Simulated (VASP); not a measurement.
Here is a VASP 6.6.1 calculation.

The input INCAR:

```
PREC = Accurate
ENCUT = 520
EDIFF = 1E-7
ISMEAR = 0
SIGMA = 0.05
LREAL = False
LASPH = True
NELM = 100
ALGO = Normal
ISIF = 2
LWAVE = False
LCHARG = False
GGA = PE
NBANDS = 16
```

KPOINTS

```
Automatic mesh
0
Gamma
  9 9 6
```

Contents of POSCAR:

```
MgO
1.0
    3.3077869865      0.0000000000      0.0000000000
   -1.6538934933      2.8646275606      0.0000000000
    0.0000000000      0.0000000000      4.9828816700
Mg O
2 2
Direct
    0.3333333333      0.6666666667      0.0021597400
    0.6666666667      0.3333333333      0.5021597400
    0.3333333333      0.6666666667      0.4024402600
    0.6666666667      0.3333333333      0.9024402600
```

Potentials or basis: VASP PAW PBE potentials, release 64 (Mg, O).

Command:

```bash
$ cat potpaw_PBE.64/Mg/POTCAR potpaw_PBE.64/O/POTCAR > POTCAR
$ mpirun -np 1 vasp_std > vasp.out
```

What does it give for the largest force?

0.008 eV/Å.

Estimate the band gap on the k mesh.

3.46 eV, direct.

Estimate the pressure.

3.0 GPa.

Forces in eV/Å, atoms in the order of the input:
```
Mg   0.000  0.000  0.008
Mg   0.000  0.000  0.008
O    0.000  0.000 -0.008
O    0.000  0.000 -0.008
```

Caveat: an odd mesh through Γ misses points on the zone boundary, where band edges often lie.
